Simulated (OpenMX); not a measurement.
Runs of OpenMX 3.8.5 on NiO. It takes space group Fm-3m (No. 225, cubic). The conventional cell has a = 4.172 Å, b = 4.172 Å, c = 4.172 Å, α = 90.00°, β = 90.00°, γ = 90.00°. Ni (site symmetry m-3m) has 6 O at 2.09 Å as nearest neighbours. O (site symmetry m-3m) is surrounded by 6 Ni at 2.09 Å. 

```csv
task,level,potentials or basis,spin,U,cell,k mesh,mixing scheme,SCF threshold,max SCF cycles,hubbard projector,start of the occupations,other keys,gap on the mesh (eV),pressure (GPa),moment (μB),largest force (eV/Å)
single point,PBE,"OpenMX 2013 PBE set, Ni6.0H-s3p2d1, O6.0-s2p2d1, grid cutoff 500 Ry","collinear, ferromagnetic start",-,"atoms moved at random, drawn with an rms of 0.05 Å",11 × 11 × 11,rmm-diisk,1e-08 Ha,160,-,-,-,none,2.8,0.31,0.37
single point,PBE,"OpenMX 2013 PBE set, Ni6.0H-s3p2d2, O6.0-s2p2d1, grid cutoff 500 Ry","collinear, ferromagnetic start",-,as given,11 × 11 × 11,rmm-diisk,1e-08 Ha,160,-,-,-,none,(a),0.34,-
single point,PBE,"OpenMX 2013 PBE set, Ni6.0H-s3p2d1, O6.0-s2p2d1, grid cutoff 500 Ry","collinear, ferromagnetic start",-,as given,11 × 11 × 11,rmm-diisk,1e-08 Ha,160,-,-,-,none,2.2,(b),-
single point,PBE+D2+U,"OpenMX 2013 PBE set, Ni6.0S-s3p2d1, O6.0-s2p2d1, grid cutoff 500 Ry","non-collinear, ferromagnetic start",Ni U = 6 eV,volume scaled by 0.88,9 × 9 × 9,rmm-diis,1e-07 Ha,120,dual,orbital polarisation,"several, not listed",1.07,-,2.00,-
single point,PBE,"OpenMX 2013 PBE set, Ni6.0H-s3p2d2, O6.0-s2p2d1, grid cutoff 500 Ry","collinear, ferromagnetic start",-,"atoms moved at random, drawn with an rms of 0.05 Å",11 × 11 × 11,rmm-diisk,1e-08 Ha,160,-,-,-,none,2.2,0.33,0.37
```

Alike in all rows: smearing fermi-dirac 0.05 eV.

Question: Estimate the missing entries.

Answer: (a) 1.6; (b) 0.32.

Caveats: the basis of atomic orbitals isn't converged, which shifts pressures, moduli and gaps; semilocal functionals often make such compounds metallic where correlation or magnetic order opens a gap, which also shifts bond lengths (some runs); the transition metal has a single d function, too few for pressures, volumes and moments (some runs); U acts on the first radial function of the shell alone, so its value doesn't carry over to other programs (some runs); an odd mesh through Γ misses points on the zone boundary, where band edges often lie (some runs); a cell with one magnetic atom can't hold antiferromagnetic order, which such compounds often take (some runs).

A gap of «none» marks a metal or a gap under the smearing width.

The runs don't all hold the same shells in valence.
